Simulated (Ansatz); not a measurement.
Phases of P at 450 GPa

Structure types of P are relaxed in primitive cells with their symmetry kept at 450 GPa, first on PAW files, then by LAPW. The enthalpy is E + pV at zero temperature, without zero-point motion. Only the types listed were tried, and differences under about 5 meV/atom are mesh noise. The real phase may be another.

Computed with Ansatz 0.2.0; functional PBE, scalar-relativistic. Settings: Fermi–Dirac smearing of 0.08 eV, no spin polarisation. Methods: LAPW: all electrons, basis error target 0.5 meV/atom; PAW: frozen-core files, cutoff 420 eV.

k meshes: fcc 22×22×22, bcc 23×23×23, hcp 21×21×12, beta tin 22×22×22, A7 18×18×18, diamond 17×17×17.

Problem. Which type is lowest in enthalpy, and by how much?

Solution. hcp, 160 meV/atom below bcc. The whole table:

```
start type             ends as          a, b, c (Å)  V (Å³/atom)  H − H(lowest), LAPW (meV/atom)  same, PAW
       fcc          fcc, Fm-3m  2.891, 2.891, 2.891         6.04                           208.7      207.8
       bcc          bcc, Im-3m  2.311, 2.311, 2.311         6.17                           159.6      162.5
       hcp       hcp, P6_3/mmc  2.035, 2.035, 3.352         6.01                             0.0        0.0
  beta tin  beta tin, I4_1/amd  3.654, 3.654, 1.936         6.46                           654.6      669.9
        A7          fcc, Fm-3m  2.891, 2.891, 2.891         6.04                           210.5      209.5
   diamond      diamond, Fd-3m  3.952, 3.952, 3.952         7.72                          5759.9     5799.2
```

Problem. Split the lead of hcp over bcc into energy and pV.

Solution. For bcc less hcp: ΔE = -303.7 meV/atom, and p·ΔV = 450 GPa × +0.1650 Å³ × 6.242 meV/(GPa·Å³) = +463.3 meV/atom, together 159.6 meV/atom. hcp wins by its smaller volume, against the internal energy.
